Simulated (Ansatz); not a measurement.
Born–Oppenheimer molecular dynamics of a periodic cell of 20 atoms, Al$_{2}$O$_{3}$ (start crystal Al2O3, start structure R-3c, volume 1 times the crystal's). It starts from an unrelaxed structure (largest force component 0.59 eV/Å).

Computed with DFT PBE-D3(BJ), scalar-relativistic, plane waves, PAW (Ansatz 0.2.0). Settings: PAW set soft_1, cutoff 420 eV, k mesh 3x3x3, fermi-dirac smearing 0.3 eV, no spin polarisation.

```json
{"ensemble": "NVT, Langevin thermostat", "time step": "1.12 fs", "steps asked": "200", "set temperature": "3500 K", "friction": "0.02 /fs", "seed": "553464"}
```

Frames 2.24 fs apart, positions in Å, forces in eV/Å.

Velocities at 168.0 fs (Å/ps):

```
Al 14.85 -5.68 6.94
Al 0.89 -5.19 -11.19
Al 9.47 -24.20 2.46
Al -2.74 -17.22 11.48
O -19.52 -27.60 -15.28
O -1.58 -16.74 2.14
O 15.22 -11.95 17.16
O 7.12 -17.46 -13.19
O -12.45 4.33 33.40
O 23.03 -27.09 6.60
Al 6.45 7.27 18.55
Al -2.83 -11.50 4.57
Al -16.44 9.96 -3.94
Al 8.91 -0.11 -7.90
O -15.98 6.52 13.75
O -15.67 -8.74 -13.22
O 3.33 -16.39 2.19
O -1.79 1.29 3.95
O -8.43 -16.41 12.35
O 14.81 11.15 6.95
```

```xyz
20
Lattice="-2.3752 -1.3713 8.6469 2.3752 -1.3713 8.6469 0.0000 2.7427 8.6469" Properties=species:S:1:pos:R:3:forces:R:3 time_fs=168.0 energy_less_start_eV=8.218 T=3907
Al -0.005 -0.775 8.875 0.52 1.21 2.02
Al 0.011 -1.060 11.600 -1.68 2.46 -0.78
Al 0.038 -1.137 5.025 3.12 2.46 -2.12
Al -0.127 -0.648 2.597 1.65 -3.80 -3.25
O -0.566 -2.382 14.575 -3.11 0.72 -1.00
O -0.961 0.650 14.562 0.92 -3.30 3.52
O 1.426 -0.440 14.374 -1.96 -5.96 4.02
O 0.857 -1.922 16.724 -1.41 -1.64 -0.81
O -1.343 -1.106 16.471 -2.21 4.49 0.70
O 0.647 0.531 16.822 1.21 -2.50 -1.82
Al 0.098 -1.031 22.140 0.05 3.81 -5.69
Al -0.005 -0.815 24.811 -0.11 0.82 -0.41
Al 0.099 -0.700 18.133 -0.13 -1.47 -0.24
Al -0.077 -0.828 15.125 0.63 -0.23 3.57
O -0.609 0.514 10.371 -2.87 -1.00 -3.13
O 1.446 -0.936 10.021 0.90 1.11 2.96
O -0.864 -2.070 10.290 1.34 0.25 -0.68
O 0.683 0.574 12.159 1.10 -0.18 4.16
O 0.798 -2.502 12.468 1.37 3.80 -1.62
O -1.710 -1.003 12.483 0.68 -1.05 0.60
20
Lattice="-2.3752 -1.3713 8.6469 2.3752 -1.3713 8.6469 0.0000 2.7427 8.6469" Properties=species:S:1:pos:R:3:forces:R:3 time_fs=170.2 energy_less_start_eV=8.114 T=3941
Al 0.023 -0.786 8.887 -0.92 0.43 1.19
Al 0.016 -1.064 11.571 -1.86 2.47 -0.31
Al 0.061 -1.192 5.027 2.76 2.89 -2.01
Al -0.134 -0.686 2.625 1.75 -2.90 -3.25
O -0.616 -2.449 14.545 -2.42 3.18 0.57
O -0.959 0.614 14.575 1.30 -2.71 3.64
O 1.462 -0.471 14.409 -1.79 -6.21 3.43
O 0.871 -1.962 16.688 -1.32 -1.72 -0.36
O -1.369 -1.096 16.547 -0.80 4.58 -0.66
O 0.696 0.467 16.836 0.20 -1.16 -1.76
Al 0.110 -1.016 22.172 -0.51 2.37 -6.09
Al -0.012 -0.837 24.820 0.32 0.72 -0.38
Al 0.064 -0.681 18.123 0.36 -2.42 -0.28
Al -0.059 -0.825 15.109 0.04 -2.08 3.84
O -0.658 0.535 10.393 -2.54 -1.68 -3.22
O 1.409 -0.943 10.001 1.81 0.85 4.14
O -0.848 -2.112 10.293 0.57 1.04 -0.41
O 0.673 0.580 12.175 1.15 -0.72 3.86
O 0.775 -2.532 12.491 1.88 4.71 -2.06
O -1.674 -0.987 12.499 0.01 -1.62 0.12
20
Lattice="-2.3752 -1.3713 8.6469 2.3752 -1.3713 8.6469 0.0000 2.7427 8.6469" Properties=species:S:1:pos:R:3:forces:R:3 time_fs=172.5 energy_less_start_eV=8.204 T=3523
Al 0.047 -0.794 8.901 -2.34 -0.31 0.27
Al 0.017 -1.058 11.540 -1.97 2.31 0.17
Al 0.087 -1.238 5.028 1.73 3.15 -1.49
Al -0.140 -0.724 2.648 1.77 -2.15 -3.09
O -0.675 -2.510 14.518 -1.31 4.78 1.92
O -0.949 0.573 14.600 1.14 -1.76 2.99
O 1.491 -0.507 14.435 -1.24 -6.19 2.75
O 0.885 -1.996 16.652 -1.35 -1.78 0.02
O -1.397 -1.075 16.621 0.28 4.62 -1.65
O 0.737 0.410 16.845 -0.78 -0.04 -1.60
Al 0.120 -1.012 22.186 -0.76 1.42 -5.65
Al -0.026 -0.852 24.827 1.03 0.61 -0.61
Al 0.037 -0.669 18.114 0.75 -3.46 -0.66
Al -0.032 -0.822 15.105 -0.38 -3.39 4.03
O -0.722 0.554 10.394 -1.69 -2.29 -2.77
O 1.382 -0.944 9.993 2.55 0.58 5.11
O -0.826 -2.172 10.294 -0.47 2.40 0.29
O 0.660 0.585 12.202 1.09 -1.23 3.00
O 0.751 -2.540 12.502 2.32 5.09 -2.19
O -1.641 -0.971 12.532 -0.36 -2.36 -0.83
20
Lattice="-2.3752 -1.3713 8.6469 2.3752 -1.3713 8.6469 0.0000 2.7427 8.6469" Properties=species:S:1:pos:R:3:forces:R:3 time_fs=174.7 energy_less_start_eV=8.051 T=3153
Al 0.061 -0.790 8.921 -3.09 -0.81 -0.87
Al 0.002 -1.044 11.508 -1.78 1.99 0.86
Al 0.111 -1.271 5.035 -0.02 3.40 -0.90
Al -0.144 -0.769 2.664 1.57 -1.47 -2.75
O -0.740 -2.544 14.497 0.37 4.99 2.93
O -0.938 0.526 14.629 0.45 -0.55 1.87
O 1.500 -0.559 14.476 0.74 -4.85 1.17
O 0.888 -2.041 16.616 -1.15 -1.57 0.61
O -1.413 -1.030 16.679 0.73 3.94 -1.77
O 0.785 0.358 16.852 -2.06 0.91 -1.10
Al 0.127 -1.005 22.182 -1.65 0.26 -4.01
Al -0.038 -0.867 24.835 1.94 0.56 -1.21
Al 0.018 -0.664 18.103 0.97 -4.35 -1.31
Al -0.012 -0.820 15.112 -0.82 -4.37 4.30
O -0.792 0.565 10.386 -0.47 -2.89 -2.08
O 1.371 -0.953 10.002 2.72 0.55 5.45
O -0.807 -2.227 10.298 -1.52 3.73 1.12
O 0.648 0.581 12.247 1.05 -1.69 1.63
O 0.741 -2.533 12.509 2.49 5.15 -2.23
O -1.621 -0.959 12.564 -0.48 -2.92 -1.73
20
Lattice="-2.3752 -1.3713 8.6469 2.3752 -1.3713 8.6469 0.0000 2.7427 8.6469" Properties=species:S:1:pos:R:3:forces:R:3 time_fs=177.0 energy_less_start_eV=7.883 T=3556
Al 0.065 -0.789 8.931 -2.96 -1.00 -1.44
Al -0.014 -1.035 11.479 -1.45 1.70 1.55
Al 0.139 -1.294 5.048 -2.70 3.51 -0.58
Al -0.137 -0.812 2.667 1.19 -0.89 -2.35
O -0.796 -2.560 14.485 2.65 4.63 3.91
O -0.935 0.474 14.662 -0.11 0.65 0.49
O 1.501 -0.616 14.526 2.79 -3.27 -0.44
O 0.885 -2.096 16.570 -0.85 -0.95 1.34
O -1.426 -0.976 16.724 0.92 2.66 -1.46
O 0.826 0.312 16.852 -3.17 1.56 -0.52
Al 0.126 -0.996 22.171 -2.09 -0.57 -2.64
Al -0.038 -0.885 24.843 2.54 0.49 -1.99
Al 0.005 -0.668 18.078 0.87 -4.75 -1.56
Al 0.002 -0.835 15.124 -1.38 -4.90 4.45
O -0.857 0.568 10.377 0.79 -3.35 -1.48
O 1.381 -0.950 10.021 2.09 0.43 4.94
O -0.799 -2.274 10.304 -2.10 4.63 1.64
O 0.633 0.573 12.297 1.20 -2.24 0.16
O 0.748 -2.514 12.501 2.22 4.69 -1.79
O -1.614 -0.959 12.582 -0.47 -3.05 -2.23
20
Lattice="-2.3752 -1.3713 8.6469 2.3752 -1.3713 8.6469 0.0000 2.7427 8.6469" Properties=species:S:1:pos:R:3:forces:R:3 time_fs=179.2 energy_less_start_eV=7.872 T=3446
Al 0.051 -0.788 8.928 -2.15 -0.96 -1.53
Al -0.029 -1.029 11.450 -1.05 1.42 2.07
Al 0.165 -1.310 5.062 -5.74 3.60 -0.59
Al -0.115 -0.851 2.670 0.64 -0.38 -2.22
O -0.845 -2.559 14.491 5.36 3.97 4.89
O -0.929 0.425 14.692 -0.66 1.38 -0.83
O 1.500 -0.676 14.580 4.67 -1.71 -2.01
O 0.884 -2.152 16.518 -0.65 0.03 2.14
O -1.452 -0.903 16.767 1.22 0.70 -0.84
O 0.850 0.269 16.848 -3.91 2.09 -0.08
Al 0.117 -0.981 22.151 -1.86 -1.12 -1.60
Al -0.036 -0.891 24.853 2.54 0.31 -2.83
Al 0.000 -0.683 18.049 0.20 -4.57 -1.38
Al 0.017 -0.869 15.145 -2.29 -4.72 4.36
O -0.923 0.560 10.370 2.18 -3.57 -0.82
O 1.398 -0.941 10.040 1.15 0.30 3.96
O -0.794 -2.310 10.308 -2.32 5.00 1.80
O 0.616 0.560 12.345 1.57 -2.71 -1.14
O 0.768 -2.476 12.480 1.62 3.74 -0.97
O -1.606 -0.966 12.588 -0.54 -2.82 -2.36
20
Lattice="-2.3752 -1.3713 8.6469 2.3752 -1.3713 8.6469 0.0000 2.7427 8.6469" Properties=species:S:1:pos:R:3:forces:R:3 time_fs=181.4 energy_less_start_eV=7.793 T=3348
Al 0.035 -0.789 8.921 -1.36 -0.90 -1.36
Al -0.047 -1.024 11.423 -0.63 1.20 2.53
Al 0.178 -1.313 5.076 -8.03 3.47 -0.97
Al -0.096 -0.884 2.671 0.26 -0.09 -2.16
O -0.881 -2.549 14.508 7.57 3.12 5.53
O -0.921 0.383 14.720 -1.02 1.76 -1.94
O 1.517 -0.747 14.627 5.10 -0.59 -2.81
O 0.882 -2.212 16.483 -0.25 1.58 2.90
O -1.487 -0.833 16.803 1.87 -1.59 0.03
O 0.848 0.237 16.834 -3.73 2.47 0.00
Al 0.107 -0.971 22.119 -1.52 -1.27 -0.61
Al -0.021 -0.891 24.868 1.09 -0.07 -3.67
Al -0.005 -0.706 18.018 -0.66 -3.94 -0.79
Al 0.023 -0.914 15.173 -2.28 -3.99 3.64
O -0.973 0.540 10.354 3.38 -3.50 -0.08
O 1.430 -0.928 10.061 0.08 0.08 2.82
O -0.791 -2.329 10.315 -2.11 4.76 1.60
O 0.612 0.527 12.382 1.66 -2.48 -1.75
O 0.802 -2.428 12.462 0.92 2.58 -0.31
O -1.609 -0.982 12.596 -0.34 -2.59 -2.58
20
Lattice="-2.3752 -1.3713 8.6469 2.3752 -1.3713 8.6469 0.0000 2.7427 8.6469" Properties=species:S:1:pos:R:3:forces:R:3 time_fs=183.7 energy_less_start_eV=7.401 T=3683
Al 0.026 -0.782 8.911 -0.85 -1.01 -1.15
Al -0.073 -1.017 11.399 -0.15 0.93 2.75
Al 0.186 -1.304 5.085 -8.50 3.27 -0.85
Al -0.078 -0.911 2.670 -0.02 0.12 -2.29
O -0.887 -2.520 14.539 7.72 1.93 4.97
O -0.911 0.348 14.736 -1.08 1.84 -2.72
O 1.551 -0.825 14.662 4.46 0.24 -2.99
O 0.886 -2.267 16.461 0.18 3.27 3.51
O -1.509 -0.765 16.837 2.58 -4.13 1.03
O 0.823 0.219 16.812 -2.59 2.74 -0.18
Al 0.092 -0.973 22.085 -1.00 -1.22 -0.07
Al 0.001 -0.900 24.867 -1.40 -0.17 -4.37
Al -0.009 -0.744 17.986 -1.51 -2.77 -0.02
Al 0.026 -0.964 15.198 -1.51 -2.92 2.75
O -1.008 0.504 10.328 4.40 -3.13 0.66
O 1.462 -0.907 10.089 -0.84 -0.32 1.78
O -0.794 -2.331 10.318 -1.58 4.00 1.16
O 0.614 0.479 12.409 1.62 -1.71 -1.68
O 0.845 -2.381 12.446 0.12 1.34 0.25
O -1.619 -1.005 12.588 -0.07 -2.29 -2.52
20
Lattice="-2.3752 -1.3713 8.6469 2.3752 -1.3713 8.6469 0.0000 2.7427 8.6469" Properties=species:S:1:pos:R:3:forces:R:3 time_fs=185.9 energy_less_start_eV=6.918 T=3825
Al 0.017 -0.761 8.910 -0.59 -1.41 -0.99
Al -0.101 -1.010 11.380 0.39 0.66 2.95
Al 0.187 -1.293 5.094 -7.25 3.22 0.06
Al -0.059 -0.946 2.666 -0.18 0.45 -2.45
O -0.863 -2.496 14.586 5.72 0.48 3.14
O -0.908 0.312 14.743 -0.78 1.76 -3.13
O 1.593 -0.898 14.693 3.58 0.80 -3.02
O 0.898 -2.304 16.455 0.35 4.46 3.92
O -1.520 -0.715 16.868 2.97 -6.00 1.92
O 0.778 0.217 16.786 -1.16 2.65 -0.19
Al 0.075 -0.983 22.057 -0.38 -1.13 0.13
Al 0.019 -0.908 24.857 -3.62 -0.14 -4.96
Al -0.017 -0.794 17.956 -1.84 -1.34 0.67
Al 0.032 -1.022 15.217 -0.64 -1.39 2.04
O -1.030 0.454 10.306 4.95 -2.58 1.04
O 1.481 -0.892 10.114 -1.38 -0.60 1.03
O -0.788 -2.313 10.325 -1.23 2.76 0.57
O 0.622 0.425 12.433 1.49 -0.67 -1.29
O 0.889 -2.329 12.426 -0.71 -0.01 0.85
O -1.634 -1.033 12.576 0.32 -1.96 -2.29
20
Lattice="-2.3752 -1.3713 8.6469 2.3752 -1.3713 8.6469 0.0000 2.7427 8.6469" Properties=species:S:1:pos:R:3:forces:R:3 time_fs=188.2 energy_less_start_eV=6.555 T=3959
Al 0.010 -0.742 8.909 -0.42 -2.00 -0.73
Al -0.131 -0.996 11.373 0.95 0.31 3.06
Al 0.175 -1.275 5.098 -5.46 3.25 1.15
Al -0.042 -0.984 2.660 -0.30 0.87 -2.60
O -0.823 -2.473 14.635 2.88 -1.53 0.83
O -0.897 0.286 14.739 -0.58 1.45 -3.18
O 1.647 -0.967 14.729 2.42 1.19 -2.89
O 0.900 -2.339 16.460 0.72 5.68 4.34
O -1.517 -0.685 16.911 2.44 -6.36 1.93
O 0.734 0.228 16.753 -0.07 2.11 0.25
Al 0.053 -0.990 22.034 0.28 -1.36 0.12
Al 0.034 -0.912 24.837 -4.90 -1.25 -5.15
Al -0.026 -0.849 17.932 -1.34 0.07 1.41
Al 0.032 -1.091 15.227 0.78 0.93 1.62
O -1.028 0.396 10.303 4.61 -1.77 0.83
O 1.492 -0.894 10.135 -1.63 -0.66 0.49
O -0.781 -2.283 10.346 -0.97 1.23 -0.24
O 0.638 0.376 12.457 1.21 0.33 -0.82
O 0.922 -2.267 12.408 -1.26 -1.40 1.36
O -1.649 -1.081 12.566 0.62 -1.10 -1.75
20
Lattice="-2.3752 -1.3713 8.6469 2.3752 -1.3713 8.6469 0.0000 2.7427 8.6469" Properties=species:S:1:pos:R:3:forces:R:3 time_fs=190.4 energy_less_start_eV=6.763 T=4018
Al 0.011 -0.733 8.910 -0.38 -2.54 -0.47
Al -0.160 -0.980 11.374 1.53 0.00 3.23
Al 0.157 -1.250 5.096 -4.20 3.15 1.92
Al -0.021 -1.016 2.644 -0.71 1.23 -2.49
O -0.777 -2.450 14.671 -0.27 -4.59 -1.56
O -0.888 0.275 14.724 -0.37 0.90 -2.99
O 1.709 -1.036 14.757 1.00 1.61 -2.62
O 0.908 -2.358 16.475 0.69 6.20 4.57
O -1.505 -0.677 16.955 1.06 -5.31 0.89
O 0.688 0.244 16.717 0.97 1.56 0.71
Al 0.026 -0.995 22.009 0.96 -1.71 0.05
Al 0.042 -0.908 24.811 -4.87 -3.01 -4.61
Al -0.036 -0.902 17.915 -0.46 1.17 1.88
Al 0.022 -1.167 15.235 3.09 4.74 1.84
O -1.022 0.342 10.299 4.15 -0.78 0.66
O 1.496 -0.884 10.159 -1.74 -0.93 0.15
O -0.775 -2.249 10.366 -0.83 -0.16 -1.06
O 0.650 0.346 12.471 0.92 1.00 -0.45
O 0.940 -2.205 12.400 -1.43 -2.61 1.46
O -1.661 -1.143 12.549 0.88 0.10 -1.10
```

Of the whole run (224 fs, mean temperature of the second half 3363 K): A run of 0.22 ps of so small a system gives no equilibrium averages.

Run time: 6.2 min on 2 threads of AMD EPYC 9R45 96-Core Processor (Zen 5), on a shared host, peak memory 0.68 GiB.
